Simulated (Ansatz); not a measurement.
V:

```xyz
2
Lattice="2.6043 0.0000 0.0000 -1.3021 2.2554 0.0000 0.0000 0.0000 4.7233" Properties=species:S:1:pos:R:3 pbc="T T T"
V     0.0000    1.5036    1.1808
V     1.3021    0.7518    3.5425
```

This isn't the form of V at room conditions, which is bcc.

Base run:

| Item | Value |
| --- | --- |
| Program | Ansatz 0.2.0 |
| Functional | PBEsol |
| Potentials or basis | Ansatz PAW |
| Cutoff | 420 eV (not typed: the program's choice for these potentials) |
| k mesh | 10 × 10 × 5 |
| Occupations | fermi-dirac, width 0.05 eV |
| Spin | collinear spin, ferromagnetic start |
| Starting moments | [0.5, 0.5] μB |
| Fixed moment | 1 μB |

Its results: pressure -6.0 GPa; site moments V +0.40 μB.

Question: The run is repeated on the same cell with these changes: fixed moment from 1 μB to 5 μB; moments at the start from [0.5, 0.5] to [2.5, 2.5]. What comes out?

Answer: Pressure 18.7 GPa; site moments V +2.00 μB.

Caveats: the total moment is fixed, so each spin has its own Fermi level; the PAW data sets come from PBE, with cores solved anew for the run's functional, which leaves a small shift of forces and pressure; the thresholds are loose for stress.
